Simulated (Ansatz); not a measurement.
# HfO2: equation of state with BLYP+D4

HfO2:

```
Hf O
1.0
     0.00000    2.55750    2.55750
     2.55750    0.00000    2.55750
     2.55750    2.55750    0.00000
Hf O
1 2
Direct
  0.00000 0.00000 0.00000
  0.75000 0.75000 0.75000
  0.25000 0.25000 0.25000
```

Measurements of this composition are mostly on another form, of space group No. 14.

```
Program             : Ansatz 0.2.0
Task                : equation of state
Functional          : BLYP
Dispersion          : D4
Potentials or basis : Ansatz PAW
Cutoff              : 420 eV
Density cutoff      : 1680 eV
k mesh              : 9 × 9 × 9
Occupations         : fermi-dirac, width 0.05 eV
Spin                : no spin polarisation
```

```json
{"Equilibrium volume": "11.05 Å³/atom", "Bulk modulus": "244 GPa", "Pressure derivative of the bulk modulus": "3.9"}
```

Energy against volume, from the lowest point:
```csv
volume (Å³/atom),energy (meV/atom)
10.483,23.72
10.706,8.09
10.929,0.42
11.152,0.00
11.375,6.13
11.598,18.25
11.821,35.71
```

All runs of the series together: 4.1 s on 2 threads of AMD EPYC 9B45 (Zen 5), on a shared host.

Caveat: the potentials were made for another functional, which shifts forces and pressure. The run has no spin-orbit coupling, so splittings on Hf are missing.
